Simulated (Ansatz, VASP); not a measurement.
**One calculation of Re, two programs**

Contents of INCAR:

```
  ALGO = Normal
  EDIFF = 1E-8
  ENCUT = 520
  GGA = PE
  ISIF = 2
  ISMEAR = -1
  LASPH = T
  LCHARG = F
  LEFG = T
  LREAL = F
  LWAVE = F
  NBANDS = 10
  NELM = 80
  PREC = Accurate
  SIGMA = 0.05
```

File KPOINTS:

```
k-points
0
Gamma
  15 15 15
```

Contents of POSCAR:

```
Re
1.0
   -1.5255105685      1.5255105685      1.5255105685
    1.5255105685     -1.5255105685      1.5255105685
    1.5255105685      1.5255105685     -1.5255105685
Re
1
Direct
    0.0000000000      0.0000000000      0.0000000000
```

Input for Ansatz:

```yaml
crystal:
  lattice:
    - [-1.5255105685, 1.5255105685, 1.5255105685]
    - [1.5255105685, -1.5255105685, 1.5255105685]
    - [1.5255105685, 1.5255105685, -1.5255105685]
  atoms:
    - { symbol: Re, position: [0.0, 0.0, 0.0] }
kpoints:
  mp_grid: { grid: [15, 15, 15] }
scf:
  occupations: { method: fermi_dirac, width: 0.05 }
hamiltonian:
  xc: pbe
  pseudopotentials: { kind: paw }
output:
  forces: true
  stress: true
  eigenvalues: true
  efg: { contact_densities: true }
```

Change from the starting cell: volume scaled by 0.9405, PAW files.

Alike in both runs: task electric field gradients; functional PBE; k mesh 15 × 15 × 15; occupations fermi-dirac, width 0.05 eV; no spin polarisation.

|  | VASP | Ansatz |
| --- | --- | --- |
| version | VASP 6.6.1 | Ansatz 0.2.0 |
| potentials or method | VASP PAW PBE potentials, release 64 (Re) | PAW with Ansatz's default frozen-core files, scalar-relativistic |
| plane-wave cutoff (eV) | 520 | 420 |
| valence electrons in the cell | 7 | 15 |

Ansatz gave:

| Quantity | Value |
| --- | --- |
| pressure (GPa) | 24.9 |
| Vzz of the field gradient on the site that differs most (V/Å²) | 0.0 |

Which values does VASP return?

Pressure (GPa): 24.8; Vzz of the field gradient on the site that differs most (V/Å²): 0.0.

With one functional, cell and mesh, what is left measures potentials, basis and numerics. The two sets of potentials don't hold the same shells in valence. Ansatz warned: «gradients_without_spin_orbit».

Caveats: so large a pressure means that the cell lies far from this level's equilibrium, or that cutoff or potentials fall short (VASP). The runs have no spin-orbit coupling, so splittings on Re are missing.
